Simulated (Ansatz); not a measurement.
## Fe in Ansatz: the effect of functional

Crystal: Fe.

```xyz
1
Lattice="0.0000 1.9798 2.0036 1.5278 0.0000 2.0036 1.5278 1.9798 0.0000" Properties=species:S:1:pos:R:3 pbc="T T T"
Fe    0.0000    0.0000    0.0000
```

The cell isn't the ideal one: volume scaled by 1.06.

Alike in all runs:

| Item | Value |
| --- | --- |
| Program | Ansatz 0.2.0 |
| Task | single point |
| Potentials or basis | Ansatz PAW |
| k mesh | 13 × 13 × 13 |
| Occupations | fermi-dirac, width 0.05 eV |
| Spin | collinear spin, ferromagnetic start |
| Starting moments | [3.0] μB |

One run gave: pressure -25.5 GPa; moment 2.28 μB. Which functional did it use?
A. PBEsol
B. r2SCAN
C. LDA

C.

| functional | cutoff | pressure (GPa) | moment (μB) |
| --- | --- | --- | --- |
| LDA | 420 eV (not typed: the program's choice for these potentials) | -25.5 | 2.28 |
| PBEsol | 420 eV (not typed: the program's choice for these potentials) | -17.9 | 2.32 |
| r2SCAN | 500 eV (not typed: the program's choice for these potentials) | -4.7 | 2.68 |

Caveats: the PAW data sets come from PBE, with cores solved anew for the run's functional, which leaves a small shift of forces and pressure; the magnetic or orbital state may not be the lowest (some runs).
